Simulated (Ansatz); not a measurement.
# BaZrO3: the cost of one run

Computed with Ansatz 0.2.0 (DFT, levels as named, plane waves, PAW, unless a step's input says otherwise).

## Step 1: Starting point

It takes space group Pm-3m (No. 221, cubic). Conventional cell: a = 4.191 Å, b = 4.191 Å, c = 4.191 Å, α = 90.00°, β = 90.00°, γ = 90.00°. Ba (site symmetry m-3m) has 12 O at 2.96 Å as nearest neighbours. Zr (site symmetry m-3m) is surrounded by 6 O at 2.10 Å. O (site symmetry 4/mmm) has 2 Zr at 2.10 Å and 4 Ba at 2.96 Å as nearest neighbours.

Structure file:

```
Ba Zr O
1.0
     4.19134    0.00000    0.00000
     0.00000    4.19134    0.00000
     0.00000    0.00000    4.19134
Ba Zr O
1 1 3
Direct
  0.00000 0.00000 0.00000
  0.50000 0.50000 0.50000
  0.00000 0.50000 0.50000
  0.50000 0.00000 0.50000
  0.50000 0.50000 0.00000
```

## Step 2: Relaxation with PBE

File input.yaml:

```yaml
crystal:
  lattice:
    - [4.19134, 0.0, 0.0]
    - [0.0, 4.19134, 0.0]
    - [0.0, 0.0, 4.19134]
  atoms:
    - { symbol: Ba, position: [0.0, 0.0, 0.0] }
    - { symbol: Zr, position: [0.5, 0.5, 0.5] }
    - { symbol: O, position: [0.0, 0.5, 0.5] }
    - { symbol: O, position: [0.5, 0.0, 0.5] }
    - { symbol: O, position: [0.5, 0.5, 0.0] }
  symmetry: { tolerance: 0.0003 }
hamiltonian:
  xc: pbe
  pseudopotentials: { kind: paw, azcp: { folder: soft_1 } }
basis:
  ecutwfc: 420
magnetization:
  spin_polarized: false
scf:
  occupations: { method: fermi_dirac, width: 0.02 }
kpoints:
  mp_grid: { grid: [6, 6, 6], shift: [0, 0, 0] }
output:
  forces: true
  stress: true
  eigenvalues: true
relax:
  max_steps: 60
  cell: {}
```

Launch:

```sh
$ ansatz run input.yaml --threads 2 --pin off --max-ram 5632MiB --backend cpu --events-out ev --progress --plain --runs-dir out
```

What time and memory should one allow on 2 threads of Arm Neoverse V1, shared host?

About 9.6 s, with a peak of 0.37 GiB.
